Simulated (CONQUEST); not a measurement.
Crystal: PbS (Galena).

```
CELL_PARAMETERS angstrom
4.19420 0.00000 0.00000
0.00000 4.19420 0.00000
0.00000 0.00000 5.93150
ATOMIC_POSITIONS crystal
Pb 0.49890 0.48731 0.50117
Pb 0.99890 0.98731 0.00117
S 0.49662 0.49429 0.99958
S 0.99662 0.99429 0.49958
```

The cell isn't the ideal one: atoms moved at random, drawn with an rms of 0.05 Å.

Base run:

```yaml
Program: CONQUEST 1.3
Functional: PBE
Potentials_or_basis: PseudoDojo NC PBE, SZ, linear scaling with L range 20 bohr, grid cutoff 120 Ha
Occupations: none (density matrix without k points)
Spin: no spin polarisation
```

Its results: pressure 10.1 GPa; largest force 0.006 eV/Å.

Task: After a change of settings the same cell gave: pressure 15.1 GPa; largest force 0.056 eV/Å. Which change was it?
A. potentials or basis from PseudoDojo NC PBE, SZ, linear scaling with L range 20 bohr, grid cutoff 120 Ha to PseudoDojo NC PBE, SZ, linear scaling with L range 16 bohr, grid cutoff 120 Ha
B. potentials or basis from PseudoDojo NC PBE, SZ, linear scaling with L range 20 bohr, grid cutoff 120 Ha to PseudoDojo NC PBE, SZ, grid cutoff 120 Ha; occupations from none (density matrix without k points) to fermi-dirac, width 0.05 eV
C. potentials or basis from PseudoDojo NC PBE, SZ, linear scaling with L range 20 bohr, grid cutoff 120 Ha to PseudoDojo NC PBE, SZ, linear scaling with L range 18 bohr, grid cutoff 120 Ha

Result: A.

Caveats: the atomic basis is small; the density matrix is cut off at a finite range, which raises the energy and shifts forces and pressure; the basis of atomic orbitals isn't converged, which shifts pressures, moduli and gaps.
